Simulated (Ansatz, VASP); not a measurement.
**One calculation of Au, two programs**

```xyz
1
Lattice="0.0000 2.0241 2.0241 2.0241 0.0000 2.0241 2.0241 2.0241 0.0000" Properties=species:S:1:pos:R:3 pbc="T T T"
Au    0.0000    0.0000    0.0000
```

Alike in both runs: functional LDA; k mesh 16 × 16 × 16; occupations fermi-dirac, width 0.15 eV; no spin polarisation.

Ansatz relaxed the structure, and its values are those at the end. VASP's run is a single point on that final structure, the one shown.

```csv
,VASP,Ansatz
version,VASP 6.6.1,Ansatz 0.2.0
potentials or method,"VASP PAW LDA potentials, release 64 (Au)","scalar-relativistic, plane waves, PAW"
plane-wave cutoff (eV),520,420
valence electrons in the cell,11,19
```

VASP gave:

| Item | Value |
| --- | --- |
| gap on the k mesh at the Fermi level (eV) | none |
| pressure (GPa) | 0.5 |

Estimate Ansatz's values.

gap on the k mesh at the Fermi level (eV): none; pressure (GPa): 0.0.

A gap of «none» marks a metal or a gap that the smearing closes. The two sets of potentials don't hold the same shells in valence. Ansatz warned: «pseudo_functional_mismatch».

The runs have no spin-orbit coupling, so splittings on Au are missing.
